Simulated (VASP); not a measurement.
# YN in VASP: relaxation of the atoms with PBE+TS

Aim: the relaxation of the atoms of YN with PBE+TS.

Program: VASP 6.6.1. These are calculated values, not measurements. Logs are shortened: lines on timing, memory, paths and dates and some standing lists are left out, and cuts for length are marked.

## Step 1: The cell of the first run

The cell holds a slab with vacuum, 8 atoms: a = 3.449 Å, b = 3.449 Å, c = 24.855 Å, α = 90.00°, β = 90.00°, γ = 120.00°.

## Step 2: Relaxation of the atoms, PBE+TS (the (1 1 1) slab of YN, cut from the database cell, not relaxed)

Contents of INCAR:

```
ALGO = Fast
DIPOL = 0.5 0.5 0.500
EDIFF = 1E-7
EDIFFG = -0.02
ENCUT = 520
GGA = PE
IBRION = 2
IDIPOL = 3
ISIF = 2
ISMEAR = 0
IVDW = 2
LASPH = True
LCHARG = False
LDIPOL = True
LREAL = False
LWAVE = False
NELM = 60
NSW = 60
PREC = Accurate
SIGMA = 0.05
```

Contents of KPOINTS:

```
k-points
0
Gamma
  9 9 1
```

Contents of POSCAR:

```
YN
1.0
    3.4485597718      0.0000000000      0.0000000000
   -1.7242798859      2.9865403689      0.0000000000
    0.0000000000      0.0000000000     24.8550804199
N Y
4 4
Selective dynamics
Direct
    0.3333333333      0.6666666667      0.3017491745  F F F
    0.0000000000      0.0000000000      0.4150353605  F F F
    0.6666666667      0.3333333333      0.5283215465  T T T
    0.3333333333      0.6666666667      0.6416077325  T T T
    0.6666666667      0.3333333333      0.3583922675  F F F
    0.3333333333      0.6666666667      0.4716784535  F F F
    0.0000000000      0.0000000000      0.5849646395  T T T
    0.6666666667      0.3333333333      0.6982508255  T T T
```

Potentials or basis: VASP PAW PBE potentials, release 64 (N, Y_sv).

Started as:

```bash
$ cat potpaw_PBE.64/N/POTCAR potpaw_PBE.64/Y_sv/POTCAR > POTCAR
$ mpirun -np 1 vasp_std > vasp.out
```

OUTCAR:

```text
EDIFF = 1E-7
   EDIFFG = -0.02
   ENCUT = 520
   GGA = PE
   IBRION = 2
   ISIF = 2
   ISMEAR = 0
   IVDW = 2
   LASPH = True
   LREAL = False
   NELM = 60
   NSW = 60
   PREC = Accurate
  IVDW =   2

 ion  position               nearest neighbor table
   1  0.333  0.667  0.302-   5 2.44   5 2.44   5 2.44
   2  0.000  0.000  0.415-   5 2.44   6 2.44   5 2.44   6 2.44   5 2.44   6 2.44
   3  0.667  0.333  0.528-   7 2.44   6 2.44   6 2.44   7 2.44   7 2.44   6 2.44
   4  0.333  0.667  0.642-   7 2.44   8 2.44   8 2.44   7 2.44   7 2.44   8 2.44
   5  0.667  0.333  0.358-   1 2.44   2 2.44   1 2.44   2 2.44   2 2.44   1 2.44   6 3.45   6 3.45
                             6 3.45
   6  0.333  0.667  0.472-   2 2.44   3 2.44   3 2.44   2 2.44   2 2.44   3 2.44   5 3.45   7 3.45
                             5 3.45   7 3.45   7 3.45   5 3.45
   7  0.000  0.000  0.585-   3 2.44   4 2.44   3 2.44   4 2.44   3 2.44   4 2.44   8 3.45   6 3.45
                             8 3.45   6 3.45   8 3.45   6 3.45
   8  0.667  0.333  0.698-   4 2.44   4 2.44   4 2.44   7 3.45   7 3.45   7 3.45

  LATTYP: Found a hexagonal cell.
 ALAT       =     3.4485597718
 C/A-ratio  =     7.2073799106

  Lattice vectors:

 A1 = (   3.4485597718,   0.0000000000,   0.0000000000)
 A2 = (  -1.7242798859,   2.9865403689,   0.0000000000)
 A3 = (   0.0000000000,   0.0000000000,  24.8550804199)

Analysis of symmetry for initial positions (statically):
=====================================================================
 Subroutine PRICEL returns:
 Original cell was already a primitive cell.

 Routine SETGRP: Setting up the symmetry group for a
 hexagonal supercell.

 Subroutine GETGRP returns: Found  6 space group operations
 (whereof  6 operations were pure point group operations)
 out of a pool of 24 trial point group operations.

The static configuration has the point symmetry C_3v.

Analysis of symmetry for dynamics (positions and initial velocities):
=====================================================================
 Subroutine PRICEL returns:
 Original cell was already a primitive cell.

 Routine SETGRP: Setting up the symmetry group for a
 hexagonal supercell.

 Subroutine GETGRP returns: Found  6 space group operations
 (whereof  6 operations were pure point group operations)
 out of a pool of 24 trial point group operations.

The dynamic configuration has the point symmetry C_3v.

Analysis of constrained symmetry for selective dynamics:
=====================================================================
 Subroutine PRICEL returns:
 Original cell was already a primitive cell.

 Routine SETGRP: Setting up the symmetry group for a
 hexagonal supercell.

 Subroutine GETGRP returns: Found  6 space group operations
 (whereof  6 operations were pure point group operations)
 out of a pool of 24 trial point group operations.

The constrained configuration has the point symmetry C_3v.

 Subroutine INISYM returns: Found  6 space group operations
 (whereof  6 operations are pure point group operations),
 and found     1 'primitive' translations

----------------------------------------------------------------------------------------

                                     Primitive cell

  volume of cell :     255.9890

  direct lattice vectors                    reciprocal lattice vectors
     3.448559772  0.000000000  0.000000000     0.289976125  0.167417794  0.000000000
    -1.724279886  2.986540369  0.000000000     0.000000000  0.334835588  0.000000000
     0.000000000  0.000000000 24.855080420     0.000000000  0.000000000  0.040233223

  length of vectors
     3.448559772  3.448559772 24.855080420     0.334835588  0.334835588  0.040233223

  position of ions in fractional coordinates (direct lattice)
     0.333333333  0.666666667  0.301749175
     0.000000000  0.000000000  0.415035360
     0.666666667  0.333333333  0.528321547
     0.333333333  0.666666667  0.641607732
     0.666666667  0.333333333  0.358392268
     0.333333333  0.666666667  0.471678453
     0.000000000  0.000000000  0.584964640
     0.666666667  0.333333333  0.698250825

  ion indices of the primitive-cell ions
   primitive index   ion index
                 1           1
                 2           2
                 3           3
                 4           4
                 5           5
                 6           6
                 7           7
                 8           8

----------------------------------------------------------------------------------------

 KPOINTS: k-points

Automatic generation of k-mesh.
 Grid dimensions read from file:
 generate k-points for:    9    9    1

 Generating k-lattice:

  Cartesian coordinates                     Fractional coordinates (reciprocal lattice)
     0.032219569  0.018601977  0.000000000     0.111111111  0.000000000  0.000000000
     0.000000000  0.037203954  0.000000000     0.000000000  0.111111111  0.000000000
     0.000000000  0.000000000  0.040233223     0.000000000  0.000000000  1.000000000

  Length of vectors
     0.037203954  0.037203954  0.040233223

  Shift w.r.t. Gamma in fractional coordinates (k-lattice)
     0.000000000  0.000000000  0.000000000

 Subroutine IBZKPT returns following result:
 ===========================================

 Found     12 irreducible k-points:

 Following reciprocal coordinates:
            Coordinates               Weight
  0.000000  0.000000  0.000000      1.000000
  0.111111  0.000000  0.000000      6.000000
  0.222222  0.000000  0.000000      6.000000
  0.333333 -0.000000  0.000000      6.000000
  0.444444  0.000000  0.000000      6.000000
  0.111111  0.111111  0.000000      6.000000
  0.222222  0.111111  0.000000     12.000000
  0.333333  0.111111  0.000000     12.000000
  0.444444  0.111111  0.000000      6.000000
  0.222222  0.222222  0.000000      6.000000
  0.333333  0.222222  0.000000     12.000000
  0.333333  0.333333  0.000000      2.000000
   k-points           NKPTS =     12   k-points in BZ     NKDIM =     12   number of bands    NBANDS=     38
   number of dos      NEDOS =    301   number of ions     NIONS =      8
   total plane-waves  NPLWV = 150528
   dimension x,y,z NGX =    28 NGY =   28 NGZ =  192
   dimension x,y,z NGXF=    56 NGYF=   56 NGZF=  384
   ions per type =               4   4
   NGX,Y,Z   is equivalent  to a cutoff of  13.50, 13.50, 12.84 a.u.
   NGXF,Y,Z  is equivalent  to a cutoff of  27.00, 27.00, 25.68 a.u.
 SYSTEM =  unknown system
   PREC   = accura    normal or accurate (medium, high low for compatibility)
   ISTART =      0    job   : 0-new  1-cont  2-samecut
   ICHARG =      2    charge: 1-file 2-atom 10-const
   ISPIN  =      1    spin polarized calculation?
   LNONCOLLINEAR =      F non collinear calculations
   LSORBIT =      F    spin-orbit coupling
   LASPH  =      T    aspherical Exc in radial PAW
   ENCUT  =  520.0 eV  38.22 Ry    6.18 a.u.   6.41  6.41 46.21*2*pi/ulx,y,z
   NELM   =     60;   NELMIN=  2; NELMDL= -5     # of ELM steps
   EDIFF  = 0.1E-06   stopping-criterion for ELM
   LREAL  =      F    real-space projection
   EDIFFG = -.2E-01   stopping-criterion for IOM
   NSW    =     60    number of steps for IOM
   IBRION =      2    ionic relax: 0-MD 1-quasi-New 2-CG
   NFREE  =      1    steps in history (QN), initial steepest desc. (CG)
   ISIF   =      2    stress and relaxation
   ISYM   =      2    0-nonsym 1-usesym 2-fastsym
   POTIM  = 0.5000    time-step for ionic-motion
   TEBEG  =    0.0;   TEEND  =   0.0 temperature during run
   PSTRESS=    0.0 pullay stress
   NELECT =      64.0000    total number of electrons
   NUPDOWN=      -1.0000    fix difference up-down
   EMIN   =  10.00;   EMAX   =-10.00  energy-range for DOS
   EFERMI =   0.00;   METHOD = LEGACY
   ISMEAR =     0;   SIGMA  =   0.05  broadening in eV -4-tet -1-fermi 0-gaus
   EFERMI_NEDOS =   21; number of points for ismear=-14 and -15
   IALGO  =     68    algorithm
   IMIX   =      4    mixing-type and parameters
     AMIX     =   0.40;   BMIX     =  1.00
     AMIX_MAG =   1.60;   BMIX_MAG =  1.00
  volume/ion in A,a.u.               =      32.00       215.94
  Fermi-wavevector in a.u.,A,eV,Ry     =   1.031322  1.948916 14.471504  1.063626
  Thomas-Fermi vector in A             =   2.165465
   LORBIT       =      0    0 simple, 1 ext, 2 COOP (PROOUT), +10 PAW based schemes
   GGA     = PE    functional components
   LHFCALC =     F    Hartree Fock is set to
   AEXX    =    0.0000 exact exchange contribution
   IVDW    =     2    specifies the selected vdW correction
   LEPSILON=     F    determine dielectric tensor
   LRPA    =     F    only Hartree local field effects (RPA)
 conjugate gradient relaxation of ions
 non-spin polarized calculation
 RMM-DIIS sequential band-by-band and
 Gauss-broadening in eV      SIGMA  =   0.05
  energy-cutoff  :      520.00
  volume of cell :      255.99
 maximum number of plane-waves:      6949
 NGX is ok and might be reduce to    28
   NGX = 13   NGY = 13   NGZ = 93

 dipolmoment           0.000000      0.000000      0.170647 electrons x Angstroem

--------------------------------------- Ionic step        1  -------------------------------------------

 number of electron      64.0000000 magnetization

 Free energy of the ion-electron system (eV)
  ---------------------------------------------------
  ext. energy  EPLUGINS =         0.00000000
  ---------------------------------------------------
  free energy    TOTEN  =       -66.47582557 eV

  energy without entropy =      -66.45913969  energy(sigma->0) =      -66.46748263

------------------------ aborting loop EDIFF was not reached (unconverged)  ----------------------------

  Tkatchenko/Scheffler method for vdW energy calculation

  Number of pair interactions contributing to vdW energy:   71958

  Edisp (eV):   -2.92156

  FORCE on cell =-STRESS in cart. coord.  units (eV):
  Direction    XX          YY          ZZ          XY          YZ          ZX
  --------------------------------------------------------------------------------------
  -------------------------------------------------------------------------------------
  Total      -3.33285    -3.33285    -4.72545    -0.00000     0.00000    -0.00000
  in kB     -20.85958   -20.85958   -29.57555    -0.00000     0.00000    -0.00000
  external pressure =      -23.76 kB  Pullay stress =        0.00 kB
[... 219 lines left out ...]
  energy  without entropy=      -69.4828660883  energy(sigma->0) =      -69.49060491

--------------------------------------- Ionic step        6  -------------------------------------------

 number of electron      64.0000000 magnetization

 dipolmoment           0.000000      0.000000     -0.215162 electrons x Angstroem

 Free energy of the ion-electron system (eV)
  ---------------------------------------------------
  ext. energy  EPLUGINS =         0.00000000
  ---------------------------------------------------
  free energy    TOTEN  =       -66.55603240 eV

  energy without entropy =      -66.54063493  energy(sigma->0) =      -66.54833367

 E-fermi :  -1.0198     XC(G=0):  -5.9683

 val. band max:       -1.0663816387   @ k =   0.3333  -0.0000   0.0000
 cond. band min:      -1.0192355994   @ k =   0.2222   0.1111   0.0000
 fundamental gap:      0.0471460393
 Fermi energy:        -1.0198413418

 k-point     1 :       0.0000    0.0000    0.0000
  band No.  band energies     occupation
      1     -43.9829      2.00000
      2     -42.8881      2.00000
      3     -42.5030      2.00000
      4     -41.7444      2.00000
      5     -24.2660      2.00000
      6     -23.6981      2.00000
[... 481 lines left out ...]
     37       2.0842      0.00000
     38       2.4634      0.00000

------------------------ aborting loop because EDIFF is reached ----------------------------------------

 vacuum level on the upper side and lower side of the slab       (xc-potential included)        -2.003         1.723

  Hirshfeld charges:
            ion         q(e)
   ------------------------------
      1     N       -0.23885278
      2     N       -0.46638193
      3     N       -0.47746217
      4     N       -0.49158504
      5     Y        0.45864807
      6     Y        0.46208209
      7     Y        0.43493258
      8     Y        0.31861918

  Tkatchenko/Scheffler method for vdW energy calculation
[... 35 lines left out ...]
  FREE ENERGIE OF THE ION-ELECTRON SYSTEM (eV)
  ---------------------------------------------------
  free  energy   TOTEN  =       -69.4987515367 eV

  energy  without entropy=      -69.4833540595  energy(sigma->0) =      -69.49105280

 reached required accuracy - stopping structural energy minimisation

 vacuum level on the upper side and lower side of the slab         3.183         7.031
```

Wall time 28 min (1 thread of Intel Xeon 6975P-C (Granite Rapids), shared host); peak memory 0.45 GiB.

What came out:

| Quantity | Value |
| --- | --- |
| Free energy | -69.4988 eV |
| Energy gained by relaxing | 12.7 meV/atom |
| Ionic steps | 6 |
| Band gap on the k mesh | none (metal or under the smearing width) |
| Hirshfeld charges | N -0.24, -0.47, -0.48, -0.49; Y +0.46, +0.43, +0.32 e |
| Dispersion energy per atom | -0.368 eV |

The path:
```
step  energy change (eV)  largest force (eV/Å)  pressure (GPa)
   1              0.0000                2.0968           -2.38
   2             -0.0615                2.1589           -2.19
   3             -0.0964                2.2516           -1.82
   4             -0.1008                2.2655           -1.73
   5             -0.1010                2.2681           -1.70
   6             -0.1014                2.2802           -1.69
```

Final structure:
```cif
data_structure
_symmetry_space_group_name_H-M 'P 1'
_symmetry_Int_Tables_number 1
_cell_length_a 3.4486
_cell_length_b 3.4486
_cell_length_c 24.8551
_cell_angle_alpha 90.000
_cell_angle_beta 90.000
_cell_angle_gamma 120.000
_cell_volume 255.99
loop_
_atom_site_label
_atom_site_type_symbol
_atom_site_fract_x
_atom_site_fract_y
_atom_site_fract_z
_atom_site_occupancy
N1 N 0.33333 0.66667 0.30175 1
N2 N 0.00000 0.00000 0.41504 1
N3 N 0.66667 0.33333 0.53050 1
N4 N 0.33333 0.66667 0.64560 1
Y1 Y 0.66667 0.33333 0.35839 1
Y2 Y 0.33333 0.66667 0.47168 1
Y3 Y 0.00000 0.00000 0.58233 1
Y4 Y 0.66667 0.33333 0.69418 1
```

Levels at points of the mesh, in eV from the Fermi level:
| k point | band 30 | band 31 | band 32 | band 33 | band 34 | band 35 |
| --- | --- | --- | --- | --- | --- | --- |
| (0.00, 0.00, 0.00) | -0.90 | -0.34 | 0.18 | 0.18 | 1.75 | 2.03 |

Caveat: atom-pairwise D2, TS and ULG terms overbind metals.
